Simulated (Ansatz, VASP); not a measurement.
**Two plane-wave programs on MgB2**

The input INCAR:

```
PREC = Accurate ; ENCUT = 520
EDIFF = 1E-6 ; ISMEAR = 0
SIGMA = 0.1 ; LREAL = F
LASPH = T ; NELM = 100
ALGO = Fast ; ISIF = 2
LWAVE = F ; LCHARG = T
GGA = PS ; LELF = T
LVHAR = T ; NBANDS = 11
```

The input KPOINTS:

```
Automatic mesh
0
Gamma
  15 15 10
```

File POSCAR:

```
MgB2
1.0
    3.0850007055      0.0000000000      0.0000000000
   -1.5425003528      2.6716889817      0.0000000000
    0.0000000000      0.0000000000      3.5230000000
Mg B
1 2
Direct
    0.0000000000      0.0000000000      0.0000000000
    0.3333333333      0.6666666667      0.5000000000
    0.7927049272      0.4273936831      0.5381521431
```

Input for Ansatz:

```yaml
crystal:
  lattice:
    - [3.0850007055, 0.0, 0.0]
    - [-1.5425003528, 2.6716889817, 0.0]
    - [0.0, 0.0, 3.523]
  atoms:
    - { symbol: Mg, position: [0.0, 0.0, 0.0] }
    - { symbol: B, position: [0.3333333333, 0.6666666667, 0.5] }
    - { symbol: B, position: [0.7927049272, 0.4273936831, 0.5381521431] }
basis:
  ecutwfc: 420
kpoints:
  mp_grid: { grid: [15, 15, 10] }
hamiltonian:
  xc: pbesol
scf:
  occupations: { method: gaussian, width: 0.1 }
output:
  forces: true
  stress: true
  eigenvalues: true
  write_density: true
  write_potential: true
  elf: true
  volumetric_format: npy
```

Change from the starting cell: one atom moved.

Alike in both runs: task single point; functional PBEsol; k mesh 15 × 15 × 10; occupations gaussian, width 0.1 eV; no spin polarisation.

|  | VASP | Ansatz |
| --- | --- | --- |
| version | VASP 6.6.1 | Ansatz 0.2.0 |
| potentials or method | VASP PAW PBE potentials, release 64 (Mg, B) | scalar-relativistic, plane waves, PAW |
| plane-wave cutoff (eV) | 520 | 420 |
| valence electrons in the cell | 8 | 16 |

VASP gave:

* gap on the k mesh at the Fermi level (eV): none
* pressure (GPa): 10.1
* largest component of the traceless stress (GPa): 14.00
* rms of the force components (eV/Å): 3.343

Estimate Ansatz's values.

gap on the k mesh at the Fermi level (eV): none; pressure (GPa): 10.0; largest component of the traceless stress (GPa): 13.85; rms of the force components (eV/Å): 3.319.

Atom by atom the forces differ by 0.024 eV/Å (rms over components). A gap of «none» marks a metal or a gap that the smearing closes. The two sets of potentials don't hold the same shells in valence.

Caveats: the PAW data sets were made with another functional, which shifts forces and pressure a little (VASP).
